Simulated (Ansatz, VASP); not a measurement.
## One calculation of CuAu, two programs

```
Cu Au
1.0
     2.80000    0.00000    0.00000
     0.00000    2.80000    0.00000
     0.00000    0.00000    3.57825
Cu Au
1 1
Cartesian
  1.4000 1.4000 1.7891
  0.0000 0.0000 0.0000
```

Change from the starting cell: strain +0.000 along x and y, -0.025 along z, atoms carried along.

Alike in both runs: task single point; functional PBE; k mesh 18 × 18 × 14; occupations gaussian, width 0.15 eV; no spin polarisation.

```csv
,VASP,Ansatz
version,VASP 6.6.1,Ansatz 0.2.0
potentials or method,"VASP PAW PBE potentials, release 64 (Cu, Au)","scalar-relativistic, plane waves, PAW"
plane-wave cutoff (eV),520,420
valence electrons in the cell,22,38
```

```tsv
	VASP	Ansatz	Ansatz less VASP
gap on the k mesh at the Fermi level (eV)	none	none	-
pressure (GPa)	11.7	11.4	-0.23
largest component of the traceless stress (GPa)	0.38	0.43	+0.044
```

A gap of «none» marks a metal or a gap that the smearing closes. With one functional, cell and mesh, what is left measures potentials, basis and numerics. The two sets of potentials don't hold the same shells in valence.

The runs have no spin-orbit coupling, so splittings on Au are missing.
